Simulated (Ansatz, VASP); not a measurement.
# One calculation of H6Os, two programs

```
H Os
1.0
     3.81202    0.00000    0.00000
     0.00000    3.81202    0.00000
     0.00000    0.00000    2.57107
H Os
6 1
Direct
  0.32383 0.32383 0.50000
  0.67617 0.67617 0.50000
  0.67617 0.32383 0.50000
  0.32383 0.67617 0.50000
  0.00000 0.50000 0.00000
  0.50000 0.00000 0.00000
  0.00000 0.00000 0.50000
```

Alike in both runs: functional PBE; k mesh 10 × 10 × 14; occupations gaussian, width 0.1 eV; no spin polarisation.

Ansatz relaxed the structure, and its values are those at the end. VASP's run is a single point on that final structure, the one shown.

```csv
,VASP,Ansatz
version,VASP 6.6.1,Ansatz 0.2.0
potentials or method,"VASP PAW PBE potentials, release 64 (H, Os)","scalar-relativistic, plane waves, PAW"
plane-wave cutoff (eV),520,420
valence electrons in the cell,14,22
```

|  | VASP | Ansatz | Ansatz less VASP |
| --- | --- | --- | --- |
| gap on the k mesh at the Fermi level (eV) | none | none | - |
| pressure (GPa) | 0.2 | 0.0 | -0.18 |
| rms of the force components (eV/Å) | 0.014 | 0.000 | -0.0140 |

A gap of «none» marks a metal or a gap that the smearing closes. The two sets of potentials don't hold the same shells in valence.

Spin-orbit coupling is left out, which matters for the levels of Os.
